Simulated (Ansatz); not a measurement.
# Work and stress of cleavage in Ti₃Al₅

Level of theory: DFT PBEsol, scalar-relativistic, plane waves, PAW (Ansatz 0.2.0). Settings: plane waves to 420 eV, k-mesh 10×10×3 (Γ-centred), Gaussian smearing 0.15 eV. No spin polarisation. Energies are free energies at this smearing, counted from the undisturbed cell; pressure is positive in compression.

The undisturbed cell (relaxed at this level; it needn't be the usual structure):

```
CELL_PARAMETERS angstrom
-3.88330 0.00000 0.00000
0.00000 -3.88330 0.00000
0.00000 0.00000 16.59377
ATOMIC_POSITIONS crystal
Ti 0.00000 0.00000 0.18690
Ti 0.00000 0.00000 0.68690
Ti 0.50000 0.50000 0.43690
Ti 0.50000 0.50000 0.93690
Ti 0.50000 0.50000 0.18690
Ti 0.50000 0.50000 0.68690
Al 0.00000 0.50000 0.06308
Al 0.00000 0.50000 0.56308
Al 0.00000 0.50000 0.31072
Al 0.00000 0.50000 0.81072
Al 0.50000 0.00000 0.06308
Al 0.50000 0.00000 0.56308
Al 0.50000 0.00000 0.31072
Al 0.50000 0.00000 0.81072
Al 0.00000 0.00000 0.43690
Al 0.00000 0.00000 0.93690
```

The cut lies on the cell's a–b face, a (0 0 1) plane (indices in the standard cell, whose axes needn't be the Cartesian ones shown) of area 15.08 Å², between layers 2.09 Å apart. Vector c is lengthened by d along the normal with the atoms' Cartesian places fixed: one unrelaxed cut a cell. The traction is positive where the two halves pull on each other.

```
d (Å) energy (J/m²) traction (GPa)
-0.30           0.43           -32.2
-0.15           0.10           -13.7
 0.00           0.00             0.1
 0.25           0.20            14.5
 0.50           0.66            20.9
 0.75           1.21            22.5
 1.00           1.76            21.3
 1.50           2.69            15.7
 2.00           3.32             9.4
 3.00           3.83             2.1
 4.50           3.94             0.1
 6.00           3.95             0.0
```

Q: What are the work of separation and the cleavage stress, and do they fit the universal binding curve?

A: The energy levels off near W ≈ 3.95 J/m² (the traction is down to 0.0 GPa), the energy of the two unrelaxed faces, 1.97 J/m² each on average. The largest sampled traction is 22.5 GPa at d = 0.75 Å, and a parabola through it and its two neighbours peaks at σ_max ≈ 22.5 GPa, d ≈ 0.77 Å. The curve E = W[1 − (1 + d/ℓ)exp(−d/ℓ)] peaks in traction at d = ℓ with σ_max = W/(eℓ); with 1 J/m² per Å = 10 GPa this W and σ_max give ℓ = 0.65 Å. A parabola through that curve at the same three d peaks at 0.67 Å, against 0.77 Å here, a fair fit. Real crystals break at far lower stress, because cracks concentrate it, and on the plane of lowest W, which needn't be this one.

The cut is rigid; relaxing the faces lowers these energies and usually the stresses.

In a metal these slopes depend on the k mesh and the smearing.

Cost: 12 runs of about 12 core-minutes in all, on Arm Neoverse V2 (shared hosts).